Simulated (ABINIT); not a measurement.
## A GW chain in ABINIT: BAs (F-43m)

Wanted: ground state, empty states, screening and self-energy for BAs (F-43m).

Method: PBE and many-body steps on it, plane waves, in ABINIT 10.8.3.

**What was measured.**

- Gap 1.82 eV: indirect optical gap from absorption edge; UV-visible absorption; 300 K; bulk crystal (single crystal grown by chemical vapor transport) (“Basic Physical Properties of Cubic Boron Arsenide”, 2019, arxiv:1911.11281).

- Gap 4.12 eV: direct gap from square of absorption coefficient, average of two samples; spectroscopic ellipsometry; 300 K; bulk crystal (CVT-grown opaque bulk crystals) (“Optical properties of cubic boron arsenide”, 2019, arxiv:1911.04914).

- Gap 2.02 eV: indirect gap from square root of absorption coefficient, average of three samples; transmission and reflection spectroscopy; 300 K; bulk crystal (CVT-grown platelets about 10 um thick) (“Optical properties of cubic boron arsenide”, 2019, arxiv:1911.04914).

Most raw output is cut from this account.

**1. The structure**

It takes space group F-43m (No. 216, cubic). Conventional cell: a = 4.777 Å, b = 4.777 Å, c = 4.777 Å, α = 90.00°, β = 90.00°, γ = 90.00°. Nearest to B lie 4 As at 2.07 Å. Nearest to As lie 4 B at 2.07 Å. Farther neighbours are not listed.

The cell and positions come from the Crystallography Open Database and are kept as given unless a step says otherwise.

**2. Ground state**

This step: ABINIT 10.8.3; DFT, PBE with spin-orbit coupling, plane waves, norm-conserving pseudopotentials.

The ground-state density comes first.

Input file run.abi:

```
acell 3*1.0 Angstrom
rprim 
  -0.000000000000 2.388500000000 2.388500000000
  2.388500000000 -0.000000000000 2.388500000000
  2.388500000000 2.388500000000 -0.000000000000
ntypat 2
znucl 5 33
natom 2
typat 1 2
xred 
  0.000000000000 0.000000000000 0.000000000000
  0.250000000000 0.250000000000 0.250000000000
pp_dirpath "pseudos"
pseudos "B.upf, As.upf"
ecut 44
nspinor 2
ngkpt 6 6 6
nshiftk 1
shiftk 0 0 0
kptopt 1
chksymbreak 0
nband 36
occopt 1
tolvrs 1e-10
nstep 60
prtwf 0
optforces 0
optstress 0
indata_prefix "in"
outdata_prefix "out"
tmpdata_prefix "tmp"
```

Launch:

```bash
> OMP_NUM_THREADS=1 mpirun -n 4 abinit run.abi > log
```

It took 33 s on 4 MPI ranks of Intel Xeon Platinum 8488C (Sapphire Rapids), shared host; peak memory 0.37 GiB.

Numbers from this step:

```yaml
total_energy: -8385.2158 eV
gap: 1.226 eV
k_of_the_valence_top: 0, 0, 0
k_of_the_conduction_bottom: 0.3333, 0.3333, 0
least_direct_gap: 3.082 eV
```

The gap is indirect, with the least direct gap 1.86 eV higher.

**3. Bands along the symmetry lines**

The cheap functional maps the bands first; the places of the edges decide which points the dearer methods must see.

Input file run.abi:

```
acell 3*1.0 Angstrom
rprim 
  -0.000000000000 2.388500000000 2.388500000000
  2.388500000000 -0.000000000000 2.388500000000
  2.388500000000 2.388500000000 -0.000000000000
ntypat 2
znucl 5 33
natom 2
typat 1 2
xred 
  0.000000000000 0.000000000000 0.000000000000
  0.250000000000 0.250000000000 0.250000000000
pp_dirpath "pseudos"
pseudos "B.upf, As.upf"
ecut 44
nspinor 2
iscf -2
irdden 1
kptopt 0
nkpt 26
kpt 
  0.00000000 0.00000000 0.00000000
  -0.12500000 -0.12500000 0.00000000
  -0.25000000 -0.25000000 0.00000000
  -0.37500000 -0.37500000 0.00000000
  -0.50000000 -0.50000000 0.00000000
  -0.46875000 -0.46875000 0.06250000
  -0.43750000 -0.43750000 0.12500000
  -0.40625000 -0.40625000 0.18750000
  -0.37500000 -0.37500000 0.25000000
  -0.37500000 0.00000000 0.37500000
  -0.28125000 0.00000000 0.28125000
  -0.18750000 0.00000000 0.18750000
  -0.09375000 0.00000000 0.09375000
  0.00000000 0.00000000 0.00000000
  0.00000000 0.00000000 0.12500000
  0.00000000 0.00000000 0.25000000
  0.00000000 0.00000000 0.37500000
  -0.00000000 -0.00000000 0.50000000
  -0.12500000 -0.06250000 0.43750000
  -0.25000000 -0.12500000 0.37500000
  -0.37500000 -0.18750000 0.31250000
  -0.50000000 -0.25000000 0.25000000
  -0.50000000 -0.31250000 0.18750000
  -0.50000000 -0.37500000 0.12500000
  -0.50000000 -0.43750000 0.06250000
  -0.50000000 -0.50000000 0.00000000
istwfk *1
nband 42
nbdbuf 6
tolwfr 1e-08
nstep 40
prtwf 0
prtvol 0
indata_prefix "in"
outdata_prefix "out"
tmpdata_prefix "tmp"
```

Elapsed: 29 s, on 4 MPI ranks; peak memory 0.37 GiB; 1.9 min of CPU time.

This step gave:

```yaml
gap: 1.141 eV
k_of_the_valence_top: 0, 0, 0
k_of_the_conduction_bottom: -0.375, -0.375, 0
least_direct_gap: 3.082 eV
```

The gap is 1.141 eV, −0.085 eV from the run before at this level.

Electronic bands along the path, in eV, zero at the top of the highest filled band:

| point | band 23 | band 24 | band 25 | band 26 | band 27 | band 28 | band 29 | band 30 |
| --- | --- | --- | --- | --- | --- | --- | --- | --- |
| Γ | 0.00 | 0.00 | 0.00 | 0.00 | 3.08 | 3.08 | 3.30 | 3.30 |
| halfway | -2.83 | -2.83 | -2.70 | -2.70 | 1.60 | 1.60 | 4.48 | 4.48 |
| X | -4.21 | -4.21 | -4.08 | -4.08 | 1.39 | 1.39 | 1.39 | 1.39 |
| halfway | -5.00 | -4.94 | -3.99 | -3.98 | 1.54 | 1.55 | 2.73 | 2.76 |
| U | -6.06 | -5.96 | -3.55 | -3.55 | 1.99 | 2.00 | 5.48 | 5.51 |
| jump to K | -6.06 | -5.96 | -3.55 | -3.55 | 1.99 | 2.00 | 5.48 | 5.51 |
| halfway | -3.90 | -3.80 | -1.20 | -1.20 | 3.91 | 3.93 | 4.84 | 4.85 |
| Γ | 0.00 | 0.00 | 0.00 | 0.00 | 3.08 | 3.08 | 3.30 | 3.30 |
| halfway | -1.28 | -1.28 | -1.14 | -1.14 | 3.01 | 3.01 | 4.54 | 4.54 |
| L | -1.96 | -1.96 | -1.81 | -1.81 | 2.64 | 2.64 | 4.70 | 4.70 |
| halfway | -4.66 | -4.58 | -3.17 | -3.10 | 3.91 | 3.92 | 4.67 | 4.77 |
| W | -5.63 | -5.48 | -5.25 | -5.24 | 5.20 | 5.21 | 5.88 | 5.88 |
| halfway | -4.95 | -4.85 | -4.75 | -4.73 | 2.81 | 2.86 | 2.95 | 2.95 |
| X | -4.21 | -4.21 | -4.08 | -4.08 | 1.39 | 1.39 | 1.39 | 1.39 |

**4. Empty states on the mesh, 4×4×4 mesh, 80 bands**

The sums over transitions need many empty states on a uniform mesh; this step solves for them.

Input file run.abi:

```
acell 3*1.0 Angstrom
rprim 
  -0.000000000000 2.388500000000 2.388500000000
  2.388500000000 -0.000000000000 2.388500000000
  2.388500000000 2.388500000000 -0.000000000000
ntypat 2
znucl 5 33
natom 2
typat 1 2
xred 
  0.000000000000 0.000000000000 0.000000000000
  0.250000000000 0.250000000000 0.250000000000
pp_dirpath "pseudos"
pseudos "B.upf, As.upf"
ecut 44
nspinor 2
ngkpt 4 4 4
nshiftk 1
shiftk 0 0 0
kptopt 1
chksymbreak 0
iscf -2
irdden 1
istwfk *1
nband 80
nbdbuf 6
tolwfr 1e-09
nstep 60
prtvol 0
indata_prefix "in"
outdata_prefix "out"
tmpdata_prefix "tmp"
```

Elapsed: 27 s, on 4 MPI ranks; peak memory 0.35 GiB.

Numbers from this step:

- gap: 1.385 eV
- k of the valence top: 0, 0, 0
- k of the conduction bottom: 0.5, 0.5, 0
- least direct gap: 3.082 eV
- k points computed: 8
- lowest point of the top converged band, above the valence top: 37.92 eV

On this mesh the gap is 1.385 eV. The earlier step found 1.226 eV, so this mesh misses an edge.

**5. Screening, 4×4×4 mesh, 74 bands, screening to 119.7 eV**

The RPA dielectric matrix is built and inverted for each q.

This step: RPA screening on PBE with spin-orbit coupling, plane waves, norm-conserving pseudopotentials.

run.abi: that of step 4 with these lines changed.

```diff
@@ -21,10 +21,11 @@
 chksymbreak 0
-iscf -2
-irdden 1
 istwfk *1
-nband 80
-nbdbuf 6
-tolwfr 1e-09
-nstep 60
-prtvol 0
+occopt 1
+irdwfk 1
+optdriver 3
+nband 74
+ecuteps 4.4
+inclvkb 0
+awtr 1
+symchi 1
 indata_prefix "in"
```

Wall time 30 s (4 MPI ranks); peak memory 0.97 GiB; 2 min of CPU time.

This step gave:

```
ε∞ with local fields, on this mesh, along the program's q direction : 17.13
the same without local fields                                       : 18.74
plasma frequency                                                    : 36.27 eV
plane waves in the screening matrix                                 : 65
```

Local fields lower ε∞ by 9 %. On a Γ-centred mesh this coarse the value itself is usually too large, while a short band sum pulls it down.

**6. Self-energy, 4×4×4 mesh, 74 bands, screening to 119.7 eV**

The self-energy is evaluated for the states that the input lists, and the levels follow from it, in one-shot runs by the linearised quasiparticle equation.

This step: G0W0 on PBE with spin-orbit coupling, plane waves, norm-conserving pseudopotentials.

run.abi: that of step 5 with these lines changed.

```diff
@@ -24,8 +24,17 @@
 irdwfk 1
-optdriver 3
+optdriver 4
 nband 74
+gwcalctyp 0
+ecutsigx 44
+symsigma 0
+nkptgw 2
+kptgw 
+  0.0000000000 0.0000000000 0.0000000000
+  0.5000000000 0.5000000000 0.0000000000
+bdgw 
+  23 32
+  23 30
 ecuteps 4.4
-inclvkb 0
-awtr 1
-symchi 1
+irdscr 1
+ppmodel 1
 indata_prefix "in"
```

Run time: 43 s. Hardware: 4 MPI ranks; peak memory 1.1 GiB.

This step gave:

```
G0W0 gap on the points computed              : 1.699 eV
starting gap on the mesh                     : 1.385 eV
k of the valence top                         : 0, 0, 0
k of the conduction bottom                   : 0.5, 0.5, 0
Z at the valence top                         : 0.812
Z at the conduction bottom                   : 0.822
least direct G0W0 gap on the computed points : 3.856 eV
```

The gap on the mesh goes from 1.39 eV to 1.70 eV, a correction of +0.31 eV. The start differs from the 1.23 eV found before because the two sample other k points.

Limits: finite bands, cutoff and mesh; screening head approximate; coarse k mesh. v1 is the top filled band, c1 the lowest empty one. Levels before and after the correction, in eV, zero at the valence-band top of each column:

|  | conduction bottom | valence top |
| --- | --- | --- |
| Kohn-Sham | 1.39 | 0.00 |
| G0W0 | 1.70 | 0.00 |

|  | level | energy (eV) |
| --- | --- | --- |
| Kohn-Sham | Γ v3-v1 | 0.000 |
| Kohn-Sham | Γ c1-c2 | 3.082 |
| Kohn-Sham | Γ c3 | 3.296 |
| Kohn-Sham | (0.5 0.5 0) v3 | -4.207 |
| Kohn-Sham | (0.5 0.5 0) v2-v1 | -4.075 |
| Kohn-Sham | (0.5 0.5 0) c1-c2 | 1.385 |
| Kohn-Sham | (0.5 0.5 0) c3 | 1.392 |
| G0W0 | Γ v3-v1 | 0.000 |
| G0W0 | Γ c1-c2 | 3.856 |
| G0W0 | Γ c3 | 4.046 |
| G0W0 | (0.5 0.5 0) v3 | -4.548 |
| G0W0 | (0.5 0.5 0) v2-v1 | -4.428 |
| G0W0 | (0.5 0.5 0) c1-c2 | 1.699 |
| G0W0 | (0.5 0.5 0) c3 | 1.780 |

**7. Where the time went**

Times are wall times on 4 MPI ranks of Intel Xeon Platinum 8488C (Sapphire Rapids), shared host, good to a factor of about two.

| step | time | share | memory (GiB) |
| --- | --- | --- | --- |
| ground state | 33 s | 20 % | 0.37 |
| bands along the symmetry lines | 29 s | 18 % | 0.37 |
| empty states on the mesh | 27 s | 17 % | 0.35 |
| screening | 30 s | 19 % | 0.97 |
| self-energy | 43 s | 26 % | 1.1 |

**8. What came out**

```json
{
  "PBE gap": "1.14 eV, indirect",
  "G0W0 gap on the mesh": "1.70 eV",
  "G0W0 gap over the zone (rigid shift)": "1.45 eV",
  "GW settings": "4×4×4 mesh, 74 bands, screening to 119.7 eV, Godby-Needs plasmon pole",
  "known limits": "not at the basis limit; screening head approximate; coarse k mesh"
}
```

In words: G0W0 moves the gap on the mesh from 1.39 eV to 1.70 eV (+0.31 eV), with Z of 0.81 and 0.82 at the edges. The mesh misses the band edges by 0.24 eV in all; a rigid shift gives 1.45 eV for the zone. Local fields lower the RPA ε∞ on this mesh from 18.74 to 17.13; a Γ-centred mesh this coarse tends to raise both, most where the direct gap is narrow, while a short band sum lowers them. Only 2 of the mesh's irreducible points were corrected, so a valley elsewhere could overtake. Against experiment, by G0W0@PBE: the gap of 1.45 eV lies −0.37 eV from the measured 1.82 eV (indirect, 300 K, 2019); the direct gap of 3.86 eV lies −0.26 eV from the measured 4.12 eV (direct, 300 K, 2019); the gap of 1.45 eV lies −0.57 eV from the measured 2.02 eV (indirect, 300 K, 2019). An exciton line or allowed optical edge lies below the quasiparticle gap by the binding energy; a forbidden edge can push the onset above it. The calculation has static nuclei and no excitons; a measured gap holds zero-point and thermal motion, which mostly lowers it. Bands and cutoff are finite, so the gap is not at the basis limit. The miss can reach some tenths of an eV and take either sign; the mesh is an error of its own. In the G0W0 run levels were corrected at 2 k points alone, so a gap called «on the mesh» is the least over those, and an edge elsewhere would be missed. A denser mesh or path gives a starting gap of 1.14 eV: the GW mesh misses a band edge, so its gaps are not the fundamental one. The 4×4×4 mesh is coarse for this cell, which bears on the long-range parts of exchange and screening. The long-wavelength limit of the screening leaves out the non-local commutator, which shifts ε∞.

[Paths, hosts, dates, memory and timing lines, banners, echoed tables and standing remarks are left out of the program output.]

[Logs are printed without paths, hosts, clocks, repeated set-up lines and the standing remarks that a program may print on its own settings, such as how far it seeks lower states.]

[Runs of the session that timed out or met a known fault of the program may be left out.]

[Hosts, paths, dates, database ids (printed as entryN), source tags and the programs' standing remarks are cut or masked in the printed files.]

[G0W0 gaps are taken among the corrected bands and points alone; a level outside them can change the order at an edge.]

[Where Ansatz stands beside ABINIT at settings called matched, ABINIT's density can come from a denser mesh and the files from another edition; pairs whose starting gaps differed by over 0.03 eV were left out, so agreement reads better than it is.]
